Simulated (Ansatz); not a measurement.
We consider fluorite SrF₂, described by PBE (Ansatz, a quantum-chemistry and plane-wave program, plane waves, PAW).

A relaxed, unreconstructed slab of the (111) face has 18 atoms, two equal faces of 14.861 Å² each and an energy of -31002.6335 eV. A bulk cell of 9 atoms with the same orientation and in-plane k mesh has -15501.6338 eV. Energies are extrapolated to zero smearing.

Settings: plane-wave cutoff 500 eV, 12×12×1 k mesh (along the axes of the cell as run), gaussian smearing 0.02 eV, scalar-relativistic PAW data made under PBE.

Worked out: γ = (E_slab − N E_bulk per atom)/2A = [-31002.6335 − 18 × (-15501.6338/9)]/(2 × 14.861) = 0.0213 eV/Å². With 16.022 J/m² per eV/Å² this is 0.34 J/m², or 0.32 eV per surface cell and face.
